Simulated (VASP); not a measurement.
Crystal: NaH.

```
Na H
1.0
     0.00000    2.44000    2.44000
     2.44000    0.00000    2.44000
     2.44000    2.44000    0.00000
Na H
1 1
Direct
  0.00000 0.00000 0.00000
  0.50000 0.50000 0.50000
```

Program: VASP 6.6.1. Alike in all runs: task band structure; potentials or basis VASP PAW PBE potentials, release 64 (Na_pv, H); no spin polarisation; cell as given; k mesh 6 × 6 × 6; cutoff (eV) 520; smearing gaussian 0.02 eV.

Order these runs on this cell by their band gap on the k mesh, lowest first.
A. level HSE03
B. level HSE06; screening parameter 0.2 1/A
C. level PBE0; exchange at q = 0 truncated
D. level r2SCAN-EpsX; exchange at q = 0 truncated; share of exact exchange 0.3213

A (4.57 eV), B (4.81 eV), C (5.51 eV), D (6.33 eV).

A k mesh can miss the band edges.
